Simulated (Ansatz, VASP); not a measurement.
## Two plane-wave programs on InSb

File INCAR:

```
SYSTEM = InSb
PREC = Accurate ; ENCUT = 520
EDIFF = 1E-7 ; ISMEAR = 0
SIGMA = 0.15 ; LREAL = .FALSE.
LASPH = .TRUE. ; NELM = 60
ALGO = Normal ; ISIF = 2
LWAVE = .FALSE. ; LCHARG = .FALSE.
GGA = PE ; NBANDS = 16
```

The input KPOINTS:

```
Automatic mesh
0
G
  12 12 12
  0 0 0
```

File POSCAR:

```
InSb
1.0
    0.0000000000      2.9799720000      3.1095360000
    2.9799720000      0.0000000000      3.1095360000
    2.9799720000      2.9799720000      0.0000000000
In Sb
1 1
Direct
    0.0000000000      0.0000000000      0.0000000000
    0.7500000000      0.7500000000      0.7500000000
```

Input for Ansatz:

```yaml
crystal:
  lattice:
    - [0.0, 2.979972, 3.109536]
    - [2.979972, 0.0, 3.109536]
    - [2.979972, 2.979972, 0.0]
  atoms:
    - { symbol: In, position: [0.0, 0.0, 0.0] }
    - { symbol: Sb, position: [0.75, 0.75, 0.75] }
basis:
  ecutwfc: 420
kpoints:
  mp_grid: { grid: [12, 12, 12] }
hamiltonian:
  xc: pbe
scf:
  occupations: { method: gaussian, width: 0.15 }
output:
  forces: true
  stress: true
  eigenvalues: true
```

Change from the starting cell: strain -0.080 along x and y, -0.040 along z, atoms carried along.

Alike in both runs: task single point; functional PBE; k mesh 12 × 12 × 12; occupations gaussian, width 0.15 eV; no spin polarisation.

```csv
,VASP,Ansatz
version,VASP 6.6.1,Ansatz 0.2.0
potentials or method,"VASP PAW PBE potentials, release 64 (In_d, Sb)","scalar-relativistic, plane waves, PAW"
plane-wave cutoff (eV),520,420
valence electrons in the cell,18,28
```

Ansatz gave:

- gap on the k mesh at the Fermi level (eV): 0.65
- least direct gap on the mesh (eV): 0.95
- pressure (GPa): 20.0
- largest component of the traceless stress (GPa): 0.51

Question: What did VASP give for the same quantities?

Answer: gap on the k mesh at the Fermi level (eV): 0.64; least direct gap on the mesh (eV): 0.96; pressure (GPa): 20.0; largest component of the traceless stress (GPa): 0.51.

With one functional, cell and mesh, what is left measures potentials, basis and numerics. The two sets of potentials don't hold the same shells in valence.

Caveats: so large a pressure means that the cell lies far from this level's equilibrium, or that cutoff or potentials fall short (VASP); spin-orbit coupling is left out, which moves the levels of the heavy elements. A k mesh can miss the band edges.
